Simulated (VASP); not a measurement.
The system is Ru.

```
CELL_PARAMETERS angstrom
0.00000 2.95650 2.95650
2.95650 0.00000 2.95650
2.95650 2.95650 0.00000
ATOMIC_POSITIONS crystal
Ru 0.00000 0.00000 0.00000
Ru 0.25000 0.25000 0.25000
```

This isn't the form of Ru at room conditions, which is hcp.

The cell isn't the ideal one: cell and atoms relaxed from a first guess.

| Quantity | Value |
| --- | --- |
| Program | VASP 6.6.1 |
| Task | relaxation of cell and atoms |
| Functional | PBE |
| Potentials or basis | VASP PAW PBE potentials, release 64 (Ru_pv) |
| Cutoff | 600 eV |
| k mesh | 10 × 10 × 10 |
| Occupations | fermi-dirac, width 0.03 eV |
| Spin | no spin polarisation |

At the start: pressure -22.1 GPa; volume 25.84 Å³/atom.

How do energy, volume and symmetry change on relaxing?

Over 7 steps the energy falls by 482.6 meV/atom and the volume is 20.32 Å³/atom (-21.4 %); space group Fd-3m (No. 227, to 0.05 Å).

The path:
| step | energy change (eV) | largest force (eV/Å) | pressure (GPa) | volume (Å³) |
| --- | --- | --- | --- | --- |
| 1 | 0.0000 | 0.0000 | -22.05 | 51.68 |
| 2 | 1.9878 | 0.0000 | 114.25 | 29.38 |
| 3 | -0.9564 | 0.0000 | -3.23 | 41.48 |
| 4 | -0.9638 | 0.0000 | -1.31 | 40.97 |
| 5 | -0.9652 | 0.0000 | 0.04 | 40.63 |
| 6 | -0.9652 | 0.0000 | -0.06 | 40.66 |
| 7 | -0.9652 | 0.0000 | -0.03 | 40.64 |

Final structure:
```
Ru
1.0
     0.00000    2.72886    2.72886
     2.72886    0.00000    2.72886
     2.72886    2.72886    0.00000
Ru
2
Direct
  0.00000 0.00000 0.00000
  0.25000 0.25000 0.25000
```

Caveat: the volume moved by over 15 % at a fixed basis, so the end points are rough.
